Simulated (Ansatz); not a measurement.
# MoS2 (R3m): one cell, many starting occupations (series 2), part 2 of 2

DFT+U has many self-consistent solutions. How far apart do the states of MoS2 (R3m) lie when only the starting occupations change? Cell and atoms stay fixed.

Ansatz 0.2.0; DFT PBE+U (U_eff = 6 eV on Mo d), plane waves, PAW. Earlier steps stand in the parts before.

## 6. Random orbitals: drawn by pairs, second filling

Contents of input.yaml:

```yaml
crystal:
  lattice:
    - [1.58149989, 0.91307939, 6.12332821]
    - [-1.58149989, 0.91307939, 6.12332821]
    - [0.0, -1.82615878, 6.12332821]
  atoms:
    - { symbol: Mo, position: [0.0, 0.0, 0.0], spin: 0.3 }
    - { symbol: S, position: [0.7484, 0.7484, 0.7484] }
    - { symbol: S, position: [0.5849, 0.5849, 0.5849] }
basis:
  ecutwfc: 420
  ecutrho_ratio: 4
kpoints:
  mp_grid: { grid: [7, 7, 7] }
hamiltonian:
  xc: pbe
  hubbard:
    sites:
      - { site: 0, l: d, u_eff: 6.0, starting_ns: [{ spin: up, occupation_matrix: s0up }, { spin: down, occupation_matrix: s0down }] }
    occupation_matrices:
      s0up:
        matrix:
          - [0.02, 0.0, 0.0, 0.0, 0.0]
          - [0.0, 0.02, 0.0, 0.0, 0.0]
          - [0.0, 0.0, 0.02, 0.0, 0.0]
          - [0.0, 0.0, 0.0, 0.495, -0.475]
          - [0.0, 0.0, 0.0, -0.475, 0.495]
      s0down:
        matrix:
          - [0.25587, 0.0, 0.41042, 0.0, 0.0]
          - [0.0, 0.02, 0.0, 0.0, 0.0]
          - [0.41042, 0.0, 0.73413, 0.0, 0.0]
          - [0.0, 0.0, 0.0, 0.02, 0.0]
          - [0.0, 0.0, 0.0, 0.0, 0.02]
    ns_hold: until_converged
scf:
  occupations: { method: gaussian, width: 0.05 }
  lower_state_search: "off"
  max_iter: 150
output:
  forces: true
  stress: true
  eigenvalues: true
  populations: true
  hubbard: { sites: [{ site: 0, l: d }] }
magnetization:
  spin_polarized: true
```

The typed matrices are held until the SCF converges, then released.

Started as:

```console
ansatz run input.yaml --threads 2 --pin off --max-ram 3072MiB --backend cpu --events-out ev --progress --plain --runs-dir out
```

Log:

```text
Warning: crystal.symmetry: narrowed to the stabiliser of the occupation matrices — unitary ops 6 → 1; lowered by the specified shell (site 0, l: d); largest admitted image defect 2.2e-16, smallest excluded 6.2e-1 — at a splitting's scale: the group the occupation matrices' own texture admits
Warning: RAYON_NUM_THREADS=2 ignored (pool sized by the plan → 2); use --threads N
basis.fft_grid_basis auto: the FFT boxes are laid along the combinations [[1, 0, -1], [0, 1, -1], [0, 0, 1]] of the cell's own vectors, 3.163, 3.163 and 6.390 Å long. The dense box has 24×24×45 points. Along the cell's own vectors, as sized, it would have 45×45×45, 3.52 times as many. Of the 6 symmetry operations that the crystal satisfies within crystal.symmetry.tolerance (time reversal apart; of a slab, those that keep its plane) the dense box along the cell's own vectors carries 6, and the one as laid loses 4 of those. basis.fft_grid_basis: typed keeps the cell's own vectors: state it where this run's energies or levels are differenced outside the engine with another run's, or held beside a run that keeps those vectors.
Mo: projections on atomic orbitals take those of the free atom [Ar 3d10] 4s2 4p6 4d5 5s1, of charge +0.00 (hamiltonian.pseudopotentials.projection_atoms); the dataset's partial waves leave at most 6.0e-6 of an orbital's norm unspanned inside its sphere
S: projections on atomic orbitals take those of the free atom [Ne] 3s2 3p4, of charge +0.00 (hamiltonian.pseudopotentials.projection_atoms); the dataset's partial waves leave at most 1.6e-7 of an orbital's norm unspanned inside its sphere
Engine: ansatz 0.2.0, aarch64-unknown-linux-gnu
Pseudopotentials: kind: paw
Pseudopotential: Mo, paw, valence charge 14, recommended cutoff 420 eV (normal), Mo.paw.azcp
Pseudopotential: S, paw, valence charge 6, recommended cutoff 420 eV (normal), S.paw.azcp
Functional definition: PBE
  parameter kappa = 0.804
  parameter beta = 0.06672455060314922
  exchange = pbe_x(kappa = kappa, mu = beta*pi^2/3)
  correlation = pbe_c(beta = beta)
Crystal: 3 atoms, lattice volume = 53.054 Å³
Basis set: ecut = 420 eV, 1011 PW (Γ), FFT grids on a1−a3, a2−a3, a3, exchange–correlation on 48×48×90 points (8 copies of the dense FFT grid, shifted against one another)
Bands: 18, of which v1, the nominal top of the filled ones, is band 13 counted from 1 (12 counted from 0)
Symmetry: 1 space group operations
k-points: 172 of 343 (time reversal used)
Non-local potential: Mo, projectors of the file, l = 0: 3, l = 1: 2, l = 2: 2, l = 3: 1
Non-local potential: S, projectors of the file, l = 0: 2, l = 1: 2, l = 2: 2
PAW form: soft (Blöchl's): semilocal exchange-correlation on the pseudo side does not see the compensation charge
PAW one-centre angular grid: Mo, 590 points (default); XC on 64 Gauss nodes
PAW one-centre angular grid: S, 110 points (default); XC on 64 Gauss nodes
Initial density: superposition of atomic densities (chi_scale 0.1, normalization cell)
Starting moments: Σ|m| = 0.3 μB on 1 of 3 sites
Initial wavefunctions: pseudopotential atomic-orbital guess
Functional: x = pbe(κ = 0.804, μ = 0.2195149727645171), c = pbe(β = 0.06672455060314922)
SCF iter   1: F=—  HF=-6753.737539 eV  |F-HF|=—  |Δ(HF+E_count)|=         —  Δρ=7.01e-2 (↑7.01e-2 ↓5.66e-2)  dr2=1.33e1  dr2_m=2.42e-1  M=0.036 μB ∫|m|=0.759 μB  β_m=0.30  ethr=3.10e-3  ⟨swp⟩=6.0  Hψ=35033  notcnv=0
preconditioner: auto → Kerker (q_TF=auto, 2.423 Å⁻¹)  [metal: Δε(μ)=0.006 eV  Ē_g=10.789 eV  σ=0.050 eV  W_gap=0.06  n_scr=16 (ndim 8)  ℏωp=21.6 eV  f_vac=0.003  D(μ)=0.68/eV (n_scr^D=2)]
spin=Collinear: Kerker preconditioning applied to the charge; magnetization (m = ρ↑ − ρ↓) channel mixes plain (no charge-response kernel on spin).
SCF iter   2: F=—  HF=-6751.631855 eV  |F-HF|=—  |Δ(HF+E_count)|=    2.11e0  Δρ=4.41e-2 (↑4.41e-2 ↓3.48e-2)  dr2=4.27e0  dr2_m=1.41e-1  M=0.000 μB ∫|m|=0.781 μB  β_m=0.30  ethr=3.10e-3  ⟨swp⟩=3.4  Hψ=14959  notcnv=0  defer=330
SCF iter   3: F=—  HF=-6750.804993 eV  |F-HF|=—  |Δ(HF+E_count)|=   8.27e-1  Δρ=1.91e-2 (↑1.49e-2 ↓1.91e-2)  dr2=3.15e-1  dr2_m=7.25e-2  M=0.001 μB ∫|m|=0.769 μB  β_m=0.30  ethr=3.10e-3  ⟨swp⟩=3.1  Hψ=13761  notcnv=0  defer=330
SCF iter   4: F=—  HF=-6750.889892 eV  |F-HF|=—  |Δ(HF+E_count)|=   8.49e-2  Δρ=1.75e-2 (↑1.75e-2 ↓1.24e-2)  dr2=4.60e-1  dr2_m=4.52e-2  M=0.000 μB ∫|m|=0.821 μB  β_m=0.30  ethr=1.21e-3  ⟨swp⟩=3.4  Hψ=14422  notcnv=0  defer=330
SCF iter   5: F=—  HF=-6750.822406 eV  |F-HF|=—  |Δ(HF+E_count)|=   6.75e-2  Δρ=8.09e-3 (↑6.67e-3 ↓8.09e-3)  dr2=1.77e-2  dr2_m=2.45e-2  M=0.000 μB ∫|m|=0.828 μB  β_m=0.30  ethr=1.21e-3  ⟨swp⟩=2.1  Hψ=10282  notcnv=0  defer=330
SCF iter   6: F=—  HF=-6750.830825 eV  |F-HF|=—  |Δ(HF+E_count)|=   8.42e-3  Δρ=5.64e-3 (↑5.64e-3 ↓5.39e-3)  dr2=1.77e-3  dr2_m=1.44e-2  M=0.000 μB ∫|m|=0.849 μB  β_m=0.30  ethr=6.81e-5  ⟨swp⟩=2.6  Hψ=12229  notcnv=0  defer=330
SCF iter   7: F=—  HF=-6750.838027 eV  |F-HF|=—  |Δ(HF+E_count)|=   7.20e-3  Δρ=4.49e-3 (↑3.89e-3 ↓4.49e-3)  dr2=2.41e-3  dr2_m=8.33e-3  M=0.000 μB ∫|m|=0.862 μB  β_m=1.00  ethr=6.79e-6  ⟨swp⟩=2.0  Hψ=10336  notcnv=0  defer=330
SCF iter   8: F=—  HF=-6750.845553 eV  |F-HF|=—  |Δ(HF+E_count)|=   7.53e-3  Δρ=9.24e-4 (↑8.98e-4 ↓9.24e-4)  dr2=1.94e-4  dr2_m=3.60e-4  M=0.000 μB ∫|m|=0.899 μB  β_m=1.00  ethr=6.79e-6  ⟨swp⟩=2.0  Hψ=11701  notcnv=0  defer=330
SCF iter   9: F=—  HF=-6750.846433 eV  |F-HF|=—  |Δ(HF+E_count)|=   8.80e-4  Δρ=4.40e-4 (↑2.54e-4 ↓4.40e-4)  dr2=2.82e-4  dr2_m=2.73e-5  M=0.000 μB ∫|m|=0.910 μB  β_m=0.30  ethr=7.45e-7  ⟨swp⟩=2.0  Hψ=10370  notcnv=0  defer=330
Mixer restart at iter 9: flushing history
spin-set hold released at iteration 9 (site moments contracting): the magnetisation degrees of freedom join the quasi-Newton model from the next iteration; the mixer history was flushed
[... 25 lines left out ...]
SCF iter  34: F=—  HF=-6755.279737 eV  |F-HF|=—  |Δ(HF+E_count)|=   3.13e-4  Δρ=8.40e-5 (↑6.66e-5 ↓8.40e-5)  dr2=7.70e-6  dr2_m=1.82e-6  M=0.000 μB ∫|m|=0.030 μB  β_m=1.00  ethr=8.80e-11  ⟨swp⟩=5.9  Hψ=23335  notcnv=0  defer=329
SCF iter  35: F=—  HF=-6755.279822 eV  |F-HF|=—  |Δ(HF+E_count)|=   8.49e-5  Δρ=3.33e-5 (↑3.33e-5 ↓3.28e-5)  dr2=1.97e-6  dr2_m=2.36e-7  M=0.000 μB ∫|m|=0.008 μB  β_m=1.00  ethr=8.80e-11  ⟨swp⟩=5.1  Hψ=20337  notcnv=0  defer=329
SCF iter  36: F=—  HF=-6755.279830 eV  |F-HF|=—  |Δ(HF+E_count)|=   7.82e-6  Δρ=1.55e-5 (↑8.81e-6 ↓1.55e-5)  dr2=1.80e-7  dr2_m=3.36e-8  M=0.000 μB ∫|m|=0.001 μB  β_m=1.00  ethr=8.80e-11  ⟨swp⟩=4.1  Hψ=17407  notcnv=0  defer=329
iter 37 did not close the SCF: its close was put off for a magnetic moment that had not settled (scf_convergence_deferred on its scf_iter line)
SCF iter  37: F=-6755.279830 eV  HF=-6755.279830 eV  |F-HF|=3.80e-9  |Δ(HF+E_count)|=   4.10e-7  Δρ=5.39e-6 (↑5.39e-6 ↓3.54e-6)  dr2=3.20e-8  dr2_m=4.97e-9  M=0.000 μB ∫|m|=0.000 μB  β_m=1.00  ethr=8.80e-11  ⟨swp⟩=8.6  Hψ=33949  notcnv=0
iter 38 did not close the SCF: its close was put off for a magnetic moment that had not settled (scf_convergence_deferred on its scf_iter line)
SCF iter  38: F=-6755.279830 eV  HF=-6755.279830 eV  |F-HF|=3.39e-9  |Δ(HF+E_count)|=   4.21e-8  Δρ=1.85e-6 (↑1.77e-6 ↓1.85e-6)  dr2=1.91e-9  dr2_m=9.17e-10  M=0.000 μB ∫|m|=0.000 μB  β_m=1.00  ethr=8.80e-11  ⟨swp⟩=2.0  Hψ=21322  notcnv=0
iter 39 did not close the SCF: its close was put off for a magnetic moment that had not settled (scf_convergence_deferred on its scf_iter line)
SCF iter  39: F=-6755.279830 eV  HF=-6755.279830 eV  |F-HF|=4.67e-10  |Δ(HF+E_count)|=   8.96e-9  Δρ=8.69e-7 (↑5.30e-7 ↓8.69e-7)  dr2=1.18e-9  dr2_m=9.41e-11  M=0.000 μB ∫|m|=0.000 μB  β_m=1.00  ethr=7.34e-12  ⟨swp⟩=1.2  Hψ=18110  notcnv=0
SCF iter  40: F=-6755.279830 eV  HF=-6755.279830 eV  |F-HF|=4.82e-11  |Δ(HF+E_count)|=   1.01e-9  Δρ=3.50e-7 (↑3.50e-7 ↓2.75e-7)  dr2=1.10e-10  dr2_m=2.03e-11  M=0.000 μB ∫|m|=0.000 μB  ethr=4.54e-12  ⟨swp⟩=1.3  Hψ=17045  notcnv=0
WARN: the starting moments were not kept: the SCF closed with an absolute magnetisation of 6.1e-5 μB, where they sum to 0.3 μB in size (1 site). That is at most 0.1 of that sum. Measured as dr2_m measures the in/out step, that magnetisation stands 1.1e-9 eV from none, at or under the dr2_threshold of 1.0e-7 eV: it is no larger than a step whose dr2_m would equal this threshold. The system may hold no moment; this SCF shows only that its start led to no more than that. To try another start: raise the starting moments (crystal.atoms[].spin, magnetization.per_species, magnetization.initial_magnetization, or on a non-collinear deck that types none of these the spinor_matrix: blocks that start its atoms; where the total moment is fixed, keep their sum and leave initial_magnetization as it is; typed ones take the place of any that the run laid by itself, positive ones on a crystal's lanthanoids without a Hubbard term where scf.initial_density.shell_occupations: [] is typed) or, if the notice of its spin-set hold's release reads "site moments contracting" or "site moments show no strong build", lengthen the hold (scf.mixing.spin_hold: { on: { confirm: 4 } }; for m-r²SCAN on two components see the key's manual first). Each may lead to a state that holds a moment. A second SCF, from the converged charge density, with the starting moments and any scf.initial_density.shell_occupations laid on it anew, would have followed, and was not run: the deck does not ask for one (magnetization.retry_lost_moments is false, the default). To let it run, set magnetization.retry_lost_moments: true and run the deck again, where that key's refused combinations let it; where memory then withholds it, that run's warning says so.
WARN: hamiltonian.hubbard: on 2 of 2 specified blocks the occupation matrix of this SCF's result fails the test of the specified filling. At site 0 ↑ (sites count from 0 in the list of atoms of the cell that this SCF solves) the least filled combination of the orbitals specified full has occupation 0.519, and the fullest combination of the orbitals specified empty has occupation 0.655; the filling counts as kept where the first is at least 0.75 and exceeds the second by more than 0.25. The same holds at site 0 ↓. The state of this SCF's result may not hold the specified filling, though these bounds can also misjudge a state that does. This warning does not say which state is lower in energy, or whether the specified filling is a self-consistent state at all; see hamiltonian.hubbard.sites[].starting_ns, Limitations, and scf.initial_density.shell_occupations in the input reference
SCF 1 converged in 40 iterations: F = -6755.279830 eV  dr2 = 1.10e-10
SCF converged after 40 iterations
Magnetization: 0.0000 μB (13.0000 up, 13.0000 down)
Absolute magnetization: 0.0001 μB (∫|ρ↑−ρ↓|, with the PAW one-centre terms)
Spin contamination: 0.0000 ħ² per cell (⟨S²⟩ above its minimum at these occupations)
Per-site moments (μB) at R_I (Å): [(9.554225065190318e-6, 0.9752095162014335), (-5.6986086486438806e-6, 0.9752095162014335), (-5.701668243112438e-6, 0.9753699509158852)]
Free energy (F): -6755.279830 eV
Harris-Foulkes:  -6755.279830 eV  (|F-HF|=4.82e-11)
Internal energy: -6755.279830 eV  (E = F + TS)
E sigma→0 (E₀):  -6755.279830 eV
Fermi energy:    11.218436 eV
--- Per-component energies (eV) ---
  E_band       = -155.195176
  E_kinetic    = 660.414302
  E_local      = -2030.066699  (includes V_loc(G=0)·N_el)
  E_nonlocal   = 199.701648
  E_hartree    = 788.274867
  E_xc         = -379.973448
  E_vxc        = -406.965678  (∫ρ·V_xc dr)
  E_hubbard    = 7.334618  (on-site DFT+U / exact-exchange correction)
  E_vhub       = -1.028466  (the Hubbard potential's part of the band-sum identity)
  E_paw        = -4401.907659  (= ΣΔE_a)
  E_vpaw       = -153.800296  (= ΣTr[D̂ρ^β])
  E_aug_tail   = 0.000037  (compensation charges beyond the density's cutoff)
  E_ewald      = -1599.057495
  E_smearing   = -0.000000  (= −TS)
  E_closure    = 0.000000  (closes the sum)
  Σ components = -6755.279830   (vs F -6755.279830, Δ=0.00e0)
--- Specified on-site occupations, and those of the state reported ---
  electrons in the specified blocks: 2.1000 specified, 5.2326 found
  site 0 (l=d) ↑: largest change of an orbital's occupation 0.6349; electrons 1.0500 specified, 2.6163 found; spectral distance 0.9936
  site 0 (l=d) ↓: largest change of an orbital's occupation 0.5937; electrons 1.0500 specified, 2.6163 found; spectral distance 0.9936
--- Forces (eV/Å), atoms counted from 1 ---
  atom   1  Mo    -0.00001569    -0.00000494     0.00043316
  atom   2  S      0.00000693     0.00000265     1.26447350
  atom   3  S      0.00000716     0.00000181    -1.26490842
  max |Σ_I F_I| component: 1.77e-6 eV/Å
--- Stress (GPa, compression-positive) ---
        7.363505       0.000044       0.000001
        0.000044       7.363484       0.000004
        0.000001       0.000004      13.637432
  P = ⅓ Tr σ = 9.4548 GPa (94.548 kbar)
--- Band table (eV; the first three rows and the last of 344) ---
  k-point 0 ↑: bands = ["-50.3938", "-24.4852", "-24.3937", "-24.3937", "-4.1157", "-2.2711", "3.7289", "7.3102", "7.3103", "8.7552", "8.7552", "9.5916", "9.9351", "13.2716", "13.2716", "13.6330", "13.6330", "16.5074"]
  k-point 1 ↑: bands = ["-50.3847", "-24.4750", "-24.4687", "-24.4119", "-3.8039", "-2.1789", "4.0903", "6.7548", "7.6463", "7.8795", "8.3073", "9.5032", "10.0727", "12.8075", "13.2933", "13.2987", "13.7878", "17.7738"]
  k-point 2 ↑: bands = ["-50.3654", "-24.6524", "-24.4523", "-24.4318", "-3.0208", "-1.9556", "4.5863", "6.0642", "6.6269", "7.5535", "8.4673", "9.0118", "9.4142", "12.2930", "12.7660", "14.1142", "14.5487", "18.4408"]
  k-point 171 ↓: bands = ["-50.3514", "-24.7899", "-24.4844", "-24.4022", "-2.2260", "-1.7933", "4.3812", "5.5730", "5.9442", "7.0917", "8.7551", "9.1677", "9.2774", "12.5294", "12.7887", "14.6070", "14.9432", "16.6873"]
Occupation matrices written to <dir>
--- Löwdin populations: 3 sites ---
  site symbol       q [e]    m [muB]
     0     Mo     13.7259     0.0000
     1      S      6.0346    -0.0000
     2      S      6.0381    -0.0000
  spilling = 0.007743 (of n_electrons = 26.000000)
--- Occupation matrices: 1 shell (run DFT+U table (all-electron-ortho-atomic); ε = 8.30e-4) ---
  Mo0 d_4D: site group C3v (3m)
  Mo0 d_4D up     Tr n = 2.6163  λ = 0.462 0.462 0.519 0.519 0.655  [2× xz 0.50 E(1.00) | 2× xy 0.50 E(1.00) | z2 1.00 A1(1.00)]
  Mo0 d_4D dn     Tr n = 2.6163  λ = 0.462 0.462 0.519 0.519 0.655  [2× yz 0.50 E(1.00) | 2× x2-y2 0.50 E(1.00) | z2 1.00 A1(1.00)]
  specified occupation → Mo0 d_4D up: matrix, ‖Δ‖_F = 1.1164, Tr Δ = -1.5663, displaced = 1.2346, d_λ = 0.9936; orbital distance = 1.4142
  specified occupation → Mo0 d_4D dn: matrix, ‖Δ‖_F = 1.1237, Tr Δ = -1.5663, displaced = 1.2497, d_λ = 0.9936; orbital distance = 1.2261
  Tr n, λ and their labels are of the run-group-symmetrised matrices; stabiliser: 12 of 12 elements of G0×{1,Θ} (closed), max defect 7.2e-5 at τ = 1.8e-4
```

Wall time 1.7 min (2 threads of Arm Neoverse V2, shared host); peak memory 0.74 GiB.

End state: a gap on the mesh of 0.83 eV, pressure 9.5 GPa, no moment over 0.05 μB in any sphere, largest force component 1.26 eV/Å, 1 symmetry operation imposed. The program reports that the typed filling wasn't kept.

The shells' filling, with natural orbitals sorted by occupation:

```
         shell  channel  electrons  over 0.8  0.2 to 0.8  under 0.2
Mo 4d (atom 1)       up       2.62         0           5          0
Mo 4d (atom 1)     down       2.62         0           5          0
```

## 7. The states in order of energy

What follows sums up all 2 parts.

Energies count from the lowest free state and have the smearing extrapolated to zero.

| start | energy (meV/atom) | gap (eV) | pressure (GPa) | largest moment (μB) | SCF cycles | time |
| --- | --- | --- | --- | --- | --- | --- |
| from atoms, symmetry kept, no search (earlier series) | 0.0 | 0.83 | 9.5 | 0.00 | 28 | 17 s |
| random orbitals: fully mixed, one electron more | 0.0 | 0.83 | 9.5 | 0.00 | 41 | 1.9 min |
| random orbitals: single harmonics, first filling | 0.0 | 0.83 | 9.5 | 0.00 | 41 | 30 s |
| random orbitals: single harmonics, second filling | 0.0 | 0.83 | 9.5 | 0.00 | 26 | 36 s |
| random orbitals: fully mixed, first filling | 0.0 | 0.83 | 9.5 | 0.00 | 39 | 1.8 min |
| random orbitals: drawn by pairs, second filling | 0.0 | 0.83 | 9.5 | 0.00 | 40 | 1.7 min |

The 6 free runs end within about 1 meV/atom of each other. So large a U on a 4d or 5d shell is far over usual values; moments found here can be its artefacts. Forces are 1.3 eV/Å or more in the runs compared: the fixed geometry is far from relaxed. The lowest state found need not be the ground state, and the geometry wasn't relaxed for any of them.
